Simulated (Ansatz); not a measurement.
Wanted: the native input for an Ansatz 0.2.0 run.

```yaml
Task: band structure
Functional: revPBE
Potentials_or_basis: Ansatz PAW
Cutoff: "420 eV (not typed: the program's choice for these potentials)"
k_mesh: 10 × 10 × 10
Occupations: fermi-dirac, width 0.05 eV
Spin: no spin polarisation
Path: "[[\"G\", \"X\", \"W\", \"K\", \"G\", \"L\", \"U\", \"W\", \"L\", \"K\"], [\"U\", \"X\"]]"
Points_for_each_segment_of_the_path: 14
```

The system is AlN.

```
CELL_PARAMETERS angstrom
0.00000 2.18399 2.18399
2.18399 0.00000 2.18399
2.18399 2.18399 0.00000
ATOMIC_POSITIONS crystal
Al 0.00000 0.00000 0.00000
N 0.25000 0.25000 0.25000
```

Measurements of this composition are mostly on another form, of space group No. 186.

The input as run:

input.yaml

```yaml
crystal:
  lattice:
    - [0.0, 2.1839935596, 2.1839935596]
    - [2.1839935596, 0.0, 2.1839935596]
    - [2.1839935596, 2.1839935596, 0.0]
  atoms:
    - { symbol: Al, position: [0.0, 0.0, 0.0] }
    - { symbol: "N", position: [0.25, 0.25, 0.25] }
hamiltonian:
  xc: revpbe
  pseudopotentials: { kind: paw }
kpoints:
  mp_grid: { grid: [10, 10, 10] }
  band_path:
    path:
      - [[0.0, 0.0, 0.0], [0.5, 0.0, 0.5], [0.5, 0.25, 0.75], [0.375, 0.375, 0.75], [0.0, 0.0, 0.0], [0.5, 0.5, 0.5], [0.625, 0.25, 0.625], [0.5, 0.25, 0.75], [0.5, 0.5, 0.5], [0.375, 0.375, 0.75]]
      - [[0.625, 0.25, 0.625], [0.5, 0.0, 0.5]]
    npoints: 14
scf:
  occupations: { method: fermi_dirac, width: 0.05 }
  n_extra_bands: 6
output:
  forces: true
  stress: true
  eigenvalues: true
  fatbands: false
  write_density: true
  write_potential: true
  elf: true
  volumetric_format: npy
```

Potentials or basis: Ansatz PAW.

Launch:

```sh
$ ansatz run input.yaml --threads 2 --pin off --max-ram 5632MiB --backend cpu --events-out ev --progress --plain --runs-dir out
```

It gave:

The pressure is 7.7 GPa. The band gap on the k mesh is 3.35 eV, indirect (least direct gap 4.20 eV). The band gap along the path is 3.35 eV, indirect (least direct gap 4.20 eV).

Caveat: the pressure holds a Pulay correction of +0.5 GPa for the finite cutoff; the PAW data sets come from PBE, with cores solved anew for the run's functional, which leaves a small shift of forces and pressure.

Run time: 2.4 s on 2 threads of Intel(R) Xeon(R) Processor @ 2.50GHz (Skylake/Cascade Lake), with other jobs on the host, peak memory 0.3 GiB.
